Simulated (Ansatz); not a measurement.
Level of theory: Ansatz, DFT PBE, scalar-relativistic, plane waves, PAW. All cells share a 420 eV cutoff and Γ-centred k meshes spaced at most about 0.3 Å⁻¹ (about 0.25 or finer for metals, 2π included). No spin polarisation.

Temperature and zero-point effects are left out.

Task: Order these relaxed structures of BeSe4 by energy, lowest first, with the energy over the lowest of them.
A.

```
Be Se
1.0
     3.98809   -5.01295    0.00000
     3.98809    5.01295    0.00000
     0.00000    0.00000    3.53507
Be Se
1 4
Direct
  0.00000 0.00000 0.00000
  0.61193 0.38807 0.00000
  0.16313 0.16313 0.50000
  0.83687 0.83687 0.50000
  0.38807 0.61193 0.00000
```

B.

```
Be Se
1.0
     3.58887    0.00000    0.00000
    -1.79444    3.10805    0.00000
     0.00000    0.00000    8.63490
Be Se
1 4
Cartesian
  0.0000 0.0000 0.0000
  0.0000 2.0720 7.3674
  0.0000 2.0720 3.4261
  1.7944 1.0360 1.2675
  1.7944 1.0360 5.2088
```

Result: B (0 meV/atom), A (67 meV/atom). Forms: B P-3m1; A Cmmm. Counting Se atoms around Be (those within 1.25 times the shortest such distance or 1.15 times the sum of covalent radii, 1.27 where that leaves under three): B has Be 6; A has Be 4. A holds Se–Se pairs (shortest 2.24 Å); in B the shortest Se–Se distance is 2.73 Å, near bonding range too. Both come from invented guesses. Even the lowest of the cells shown lies +0.11 eV/atom against the elements.

Weakly bound directions are ill-defined at this level, which has no dispersion term (Cmmm), and this can change margins and order among such cells. Cells relaxed within their symmetry can be saddle points. Some types were kept out of the candidates beforehand, so the set may lack a known form.
